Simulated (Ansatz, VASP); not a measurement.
# BaS: VASP beside Ansatz

```
CELL_PARAMETERS angstrom
0.00000 3.22568 3.22568
3.22568 0.00000 3.22568
3.22568 3.22568 0.00000
ATOMIC_POSITIONS crystal
Ba 0.00000 0.00000 0.00000
S 0.50000 0.50000 0.50000
```

The cell is a database's computed one.

Alike in both runs: task relaxation of cell and atoms; functional PBE; dispersion D3(BJ); k mesh 8 × 8 × 8; occupations gaussian, width 0.02 eV; no spin polarisation.

```csv
,VASP,Ansatz
version,VASP 6.6.1,Ansatz 0.2.0
potentials or method,"VASP PAW PBE potentials, release 64 (Ba_sv, S)","scalar-relativistic, plane waves, PAW"
plane-wave cutoff (eV),600,420
valence electrons in the cell,16,16
```

VASP gave:

```
gap on the k mesh at the Fermi level, each at its own relaxed structure (eV) : 2.11
relaxed volume (Å³/atom)                                                     : 32.60
relaxed cell length with the largest relative difference (Å)                 : 4.518
energy change over the relaxation (meV/atom)                                 : -4
```

**Question.** Which values does Ansatz return?

**Answer.** gap on the k mesh at the Fermi level, each at its own relaxed structure (eV): 2.19; relaxed volume (Å³/atom): 32.17; relaxed cell length with the largest relative difference (Å): 4.498; energy change over the relaxation (meV/atom): -8.

Caveats: spin-orbit coupling is left out, which moves the levels of the heavy elements. Expect the measured gap to be larger: semilocal functionals such as PBE lack the derivative discontinuity. A k mesh can miss the band edges.
